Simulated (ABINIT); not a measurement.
PbS (Galena), 2 atoms in the cell. The structure is cubic, space group Fm-3m (No. 225). The conventional cell has a = 5.931 Å, b = 5.931 Å, c = 5.931 Å, α = 90.00°, β = 90.00°, γ = 90.00°. Around Pb (site symmetry m-3m) lie 6 S at 2.97 Å. S (site symmetry m-3m) has 6 Pb at 2.97 Å as nearest neighbours. 

| Item | Value |
| --- | --- |
| Program | ABINIT 10.8.3 (patched build) |
| Task | band structure |
| Functional | LDA |
| Potentials or basis | JTH PAW LDA v2.0 |
| Cutoff | 544 eV |
| k mesh | 8 × 8 × 8 |
| Occupations | fermi-dirac, width 0.05 eV |
| Spin | no spin polarisation |
| Fine-grid cutoff | 1088.46 eV |

Potentials or basis: JTH PAW LDA v2.0.

The run is started by

```console
$ abinit run.abi > log 2>&1
```

Hardware: 1 thread of Arm Neoverse V1 (shared host).

Question: How long does it take, and how much memory?

Answer: It took 91 s on 1 thread of Arm Neoverse V1 (shared host), peak memory 0.13 GiB. Counts: scf iterations 15, k points 29, bands 14, plane waves 1540.
